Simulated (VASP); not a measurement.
# SrO (P6_3/mmc) in VASP: further runs

Runs on SrO. Level: PBEsol. Tasks: single point.

Everything below comes from runs of VASP 6.6.1. Logs are shortened: lines on timing, memory, paths and dates and some standing lists are left out, and cuts for length are marked.

## Step 1: Starting point

Symmetry: P6_3/mmc, No. 194, hexagonal system. The conventional cell has a = 3.442 Å, b = 3.442 Å, c = 6.625 Å, α = 90.00°, β = 90.00°, γ = 120.00°. Sr (site symmetry -6m2) is surrounded by 6 O at 2.59 Å. O (site symmetry -3m) has 6 Sr at 2.59 Å as nearest neighbours.

Measurements of this composition are mostly on another form, of space group No. 225.

## Step 2: Single point, PBEsol

Contents of INCAR:

```
  ALGO = Normal
  EDIFF = 1E-6
  ENCUT = 520
  GGA = PS
  ISIF = 2
  ISMEAR = 0
  LASPH = T
  LCHARG = F
  LREAL = F
  LWAVE = F
  NBANDS = 24
  NELM = 100
  PREC = Accurate
  SIGMA = 0.05
```

Contents of KPOINTS:

```
k-points
0
Gamma
  9 9 4
```

Contents of POSCAR:

```
SrO
1.0
    3.4421743062      0.0000000000      0.0000000000
   -1.7210871531      2.9810103934      0.0000000000
    0.0000000000      0.0000000000      6.6251730277
Sr O
2 2
Direct
    0.3333333333      0.6666666667      0.2500000000
    0.6666666667      0.3333333333      0.7500000000
    0.0000000000      0.0000000000      0.0000000000
    0.0000000000      0.0000000000      0.5000000000
```

Potentials or basis: VASP PAW PBE potentials, release 64 (Sr_sv, O).

Command:

```
$ cat potpaw_PBE.64/Sr_sv/POTCAR potpaw_PBE.64/O/POTCAR > POTCAR
$ mpirun -np 1 vasp_std > vasp.out
```

OUTCAR:

```text
EDIFF = 1E-6
   ENCUT = 520
   GGA = PS
   ISIF = 2
   ISMEAR = 0
   LASPH = T
   LREAL = F
   NELM = 100
   PREC = Accurate

 ion  position               nearest neighbor table
   1  0.333  0.667  0.250-   3 2.59   4 2.59   3 2.59   4 2.59   3 2.59   4 2.59   2 3.86   2 3.86
                             2 3.86   2 3.86   2 3.86   2 3.86
   2  0.667  0.333  0.750-   3 2.59   4 2.59   3 2.59   4 2.59   3 2.59   4 2.59   1 3.86   1 3.86
                             1 3.86   1 3.86   1 3.86   1 3.86
   3  0.000  0.000  0.000-   1 2.59   2 2.59   1 2.59   2 2.59   2 2.59   1 2.59
   4  0.000  0.000  0.500-   1 2.59   2 2.59   1 2.59   2 2.59   2 2.59   1 2.59

  LATTYP: Found a hexagonal cell.
 ALAT       =     3.4421743062
 C/A-ratio  =     1.9247058511

  Lattice vectors:

 A1 = (   3.4421743062,   0.0000000000,   0.0000000000)
 A2 = (  -1.7210871531,   2.9810103934,   0.0000000000)
 A3 = (   0.0000000000,   0.0000000000,   6.6251730277)

Analysis of symmetry for initial positions (statically):
=====================================================================
 Subroutine PRICEL returns:
 Original cell was already a primitive cell.

 Routine SETGRP: Setting up the symmetry group for a
 hexagonal supercell.

 Subroutine GETGRP returns: Found 24 space group operations
 (whereof 12 operations were pure point group operations)
 out of a pool of 24 trial point group operations.

The static configuration has the point symmetry D_3d.
 The point group associated with its full space group is D_6h.

Analysis of symmetry for dynamics (positions and initial velocities):
=====================================================================
 Subroutine PRICEL returns:
 Original cell was already a primitive cell.

 Routine SETGRP: Setting up the symmetry group for a
 hexagonal supercell.

 Subroutine GETGRP returns: Found 24 space group operations
 (whereof 12 operations were pure point group operations)
 out of a pool of 24 trial point group operations.

The dynamic configuration has the point symmetry D_3d.
 The point group associated with its full space group is D_6h.

 Subroutine INISYM returns: Found 24 space group operations
 (whereof 12 operations are pure point group operations),
 and found     1 'primitive' translations

----------------------------------------------------------------------------------------

                                     Primitive cell

  volume of cell :      67.9819

  direct lattice vectors                    reciprocal lattice vectors
     3.442174306  0.000000000  0.000000000     0.290514050  0.167728365  0.000000000
    -1.721087153  2.981010393  0.000000000     0.000000000  0.335456730  0.000000000
     0.000000000  0.000000000  6.625173028     0.000000000  0.000000000  0.150939454

  length of vectors
     3.442174306  3.442174306  6.625173028     0.335456730  0.335456730  0.150939454

  position of ions in fractional coordinates (direct lattice)
     0.333333333  0.666666667  0.250000000
     0.666666667  0.333333333  0.750000000
     0.000000000  0.000000000  0.000000000
     0.000000000  0.000000000  0.500000000

  ion indices of the primitive-cell ions
   primitive index   ion index
                 1           1
                 2           2
                 3           3
                 4           4

----------------------------------------------------------------------------------------

 KPOINTS: k-points

Automatic generation of k-mesh.
 Grid dimensions read from file:
 generate k-points for:    9    9    4

 Generating k-lattice:

  Cartesian coordinates                     Fractional coordinates (reciprocal lattice)
     0.032279339  0.018636485  0.000000000     0.111111111 -0.000000000  0.000000000
     0.000000000  0.037272970  0.000000000     0.000000000  0.111111111  0.000000000
     0.000000000  0.000000000  0.037734864     0.000000000  0.000000000  0.250000000

  Length of vectors
     0.037272970  0.037272970  0.037734864

  Shift w.r.t. Gamma in fractional coordinates (k-lattice)
     0.000000000  0.000000000  0.000000000

 Subroutine IBZKPT returns following result:
 ===========================================

 Found     36 irreducible k-points:

 Following reciprocal coordinates:
            Coordinates               Weight
  0.000000  0.000000  0.000000      1.000000
  0.111111  0.000000  0.000000      6.000000
  0.222222  0.000000  0.000000      6.000000
  0.333333  0.000000  0.000000      6.000000
  0.444444  0.000000  0.000000      6.000000
  0.111111  0.111111  0.000000      6.000000
[... 16 lines left out ...]
  0.333333  0.222222  0.250000     24.000000
  0.333333  0.333333  0.250000      4.000000
 [... further k-points ...]
   k-points           NKPTS =     36   k-points in BZ     NKDIM =     36   number of bands    NBANDS=     24
   number of dos      NEDOS =    301   number of ions     NIONS =      4
   total plane-waves  NPLWV =  39200
   dimension x,y,z NGX =    28 NGY =   28 NGZ =   50
   dimension x,y,z NGXF=    56 NGYF=   56 NGZF=  100
   ions per type =               2   2
   NGX,Y,Z   is equivalent  to a cutoff of  13.52, 13.52, 12.55 a.u.
   NGXF,Y,Z  is equivalent  to a cutoff of  27.05, 27.05, 25.09 a.u.
 SYSTEM =  unknown system
   PREC   = accura    normal or accurate (medium, high low for compatibility)
   ISTART =      0    job   : 0-new  1-cont  2-samecut
   ICHARG =      2    charge: 1-file 2-atom 10-const
   ISPIN  =      1    spin polarized calculation?
   LNONCOLLINEAR =      F non collinear calculations
   LSORBIT =      F    spin-orbit coupling
   LASPH  =      T    aspherical Exc in radial PAW
   ENCUT  =  520.0 eV  38.22 Ry    6.18 a.u.   6.40  6.40 12.32*2*pi/ulx,y,z
   NELM   =    100;   NELMIN=  2; NELMDL= -5     # of ELM steps
   EDIFF  = 0.1E-05   stopping-criterion for ELM
   LREAL  =      F    real-space projection
   EDIFFG = 0.1E-04   stopping-criterion for IOM
   NSW    =      0    number of steps for IOM
   IBRION =     -1    ionic relax: 0-MD 1-quasi-New 2-CG
   NFREE  =      0    steps in history (QN), initial steepest desc. (CG)
   ISIF   =      2    stress and relaxation
   ISYM   =      2    0-nonsym 1-usesym 2-fastsym
   POTIM  = 0.5000    time-step for ionic-motion
   TEBEG  =    0.0;   TEEND  =   0.0 temperature during run
   PSTRESS=    0.0 pullay stress
   NELECT =      32.0000    total number of electrons
   NUPDOWN=      -1.0000    fix difference up-down
   EMIN   =  10.00;   EMAX   =-10.00  energy-range for DOS
   EFERMI =   0.00;   METHOD = LEGACY
   ISMEAR =     0;   SIGMA  =   0.05  broadening in eV -4-tet -1-fermi 0-gaus
   EFERMI_NEDOS =   21; number of points for ismear=-14 and -15
   IALGO  =     38    algorithm
   IMIX   =      4    mixing-type and parameters
     AMIX     =   0.40;   BMIX     =  1.00
     AMIX_MAG =   1.60;   BMIX_MAG =  1.00
  volume/ion in A,a.u.               =      17.00       114.69
  Fermi-wavevector in a.u.,A,eV,Ry     =   1.273484  2.406537 22.065419  1.621763
  Thomas-Fermi vector in A             =   2.406305
   LORBIT       =      0    0 simple, 1 ext, 2 COOP (PROOUT), +10 PAW based schemes
   GGA     = PS    functional components
   LHFCALC =     F    Hartree Fock is set to
   AEXX    =    0.0000 exact exchange contribution
   IVDW    =     0    specifies the selected vdW correction
   LEPSILON=     F    determine dielectric tensor
   LRPA    =     F    only Hartree local field effects (RPA)
 non-spin polarized calculation
 Gauss-broadening in eV      SIGMA  =   0.05
  energy-cutoff  :      520.00
  volume of cell :       67.98
 maximum number of plane-waves:      1852
 NGX is ok and might be reduce to    28
   NGX = 13   NGY = 13   NGZ = 25

 number of electron      31.9999996 magnetization

 Free energy of the ion-electron system (eV)
  ---------------------------------------------------
  ext. energy  EPLUGINS =         0.00000000
  ---------------------------------------------------
  free energy    TOTEN  =       -24.68437226 eV

  energy without entropy =      -24.68437226  energy(sigma->0) =      -24.68437226

 E-fermi :   1.9657     XC(G=0): -10.2872

 val. band max:        1.7406239411   @ k =   0.0000   0.0000   0.0000
 cond. band min:       4.7902910685   @ k =   0.0000   0.0000   0.0000
 fundamental gap:      3.0496671274
 Fermi energy:         1.9656754234

 k-point     1 :       0.0000    0.0000    0.0000
  band No.  band energies     occupation
      1     -30.9655      2.00000
      2     -30.8912      2.00000
      3     -15.0237      2.00000
      4     -13.3877      2.00000
      5     -12.6429      2.00000
      6     -12.5536      2.00000
[... 16 lines left out ...]
     23       9.7274      0.00000
     24       9.9508      0.00000

 k-point     2 :       0.1111    0.0000    0.0000
  band No.  band energies     occupation
      1     -30.9452      2.00000
      2     -30.8753      2.00000
      3     -14.9226      2.00000
      4     -13.6800      2.00000
      5     -12.7060      2.00000
      6     -12.6311      2.00000
[... 16 lines left out ...]
     23       9.9093      0.00000
     24      10.0065      0.00000

 k-point     3 :       0.2222    0.0000    0.0000
  band No.  band energies     occupation
      1     -30.8927      2.00000
      2     -30.8350      2.00000
      3     -14.6307      2.00000
      4     -14.1874      2.00000
      5     -13.0678      2.00000
      6     -12.7013      2.00000
[... 16 lines left out ...]
     23       9.7684      0.00000
     24      10.1538      0.00000
[... 514 lines left out ...]
 k-point    23 :       0.3333    0.2222    0.2500
  band No.  band energies     occupation
      1     -30.7645      2.00000
      2     -30.7542      2.00000
      3     -14.7440      2.00000
      4     -14.0242      2.00000
      5     -13.2504      2.00000
      6     -13.2147      2.00000
[... 16 lines left out ...]
     23      11.0230      0.00000
     24      11.2492      0.00000

 k-point    24 :       0.3333    0.3333    0.2500
  band No.  band energies     occupation
      1     -30.7499      2.00000
      2     -30.7499      2.00000
      3     -14.7336      2.00000
      4     -13.9049      2.00000
      5     -13.3892      2.00000
      6     -13.3892      2.00000
[... 16 lines left out ...]
     23      11.2968      0.00000
     24      11.3890      0.00000

 [... further k-points ...]
[... 5 lines left out ...]
  --------------------------------------------------------------------------------------
  -------------------------------------------------------------------------------------
  Total        1.5145811      1.5145811     -6.6833032      0.0000000      0.0000000      0.0000000
  in kB       35.6951768     35.6951768   -157.5100147      0.0000000      0.0000000      0.0000000
  external PRESSURE =     -28.7065537 kB  Pullay stress =       0.0000000 kB

 VOLUME and BASIS-vectors are now :
 -----------------------------------------------------------------------------
  energy-cutoff  :      520.00
  volume of cell :       67.98
      direct lattice vectors                 reciprocal lattice vectors
     3.442174306  0.000000000  0.000000000     0.290514050  0.167728365  0.000000000
    -1.721087153  2.981010393  0.000000000     0.000000000  0.335456730  0.000000000
     0.000000000  0.000000000  6.625173028     0.000000000  0.000000000  0.150939454

 POSITION                                       TOTAL-FORCE (eV/Angst)
 -----------------------------------------------------------------------------------
     -0.00000      1.98734      1.65629        -0.000000      0.000000      0.000000
      1.72109      0.99367      4.96888         0.000000     -0.000000     -0.000000
      0.00000      0.00000      0.00000         0.000000      0.000000      0.000000
      0.00000      0.00000      3.31259         0.000000      0.000000      0.000000
 -----------------------------------------------------------------------------------
    total drift:                               -0.000000      0.000000      0.000000

  FREE ENERGIE OF THE ION-ELECTRON SYSTEM (eV)
  ---------------------------------------------------
  free  energy   TOTEN  =       -24.6843722601 eV

  energy  without entropy=      -24.6843722601  energy(sigma->0) =      -24.68437226
```

Run time: 37 s. Hardware: 1 thread of Intel Xeon 6975P-C (Granite Rapids), shared host; peak memory 0.21 GiB.

Results:

- Free energy: -24.6844 eV
- Pressure: -2.9 GPa
- Band gap on the k mesh: 3.05 eV, direct

Stress tensor (GPa, compression positive):
```
  3.57   0.00   0.00
  0.00   3.57   0.00
  0.00   0.00 -15.75
```

Levels at points of the mesh, in eV from the valence-band top:
| k point | band 12 | band 13 | band 14 | band 15 | band 16 | band 17 | band 18 | band 19 | band 20 | band 21 |
| --- | --- | --- | --- | --- | --- | --- | --- | --- | --- | --- |
| (0.00, 0.00, 0.00) | -0.43 | -0.43 | -0.24 | -0.24 | 0.00 | 3.05 | 5.04 | 5.05 | 6.32 | 6.32 |
| (0.00, 0.00, 0.50) | -1.48 | -0.35 | -0.35 | -0.35 | -0.35 | 4.49 | 4.49 | 6.18 | 6.18 | 7.12 |

Caveat: the PAW data sets were made with another functional, which shifts forces and pressure a little; an odd mesh through Γ misses points on the zone boundary, where band edges often lie.

(Part 1 of 2 ends here.)
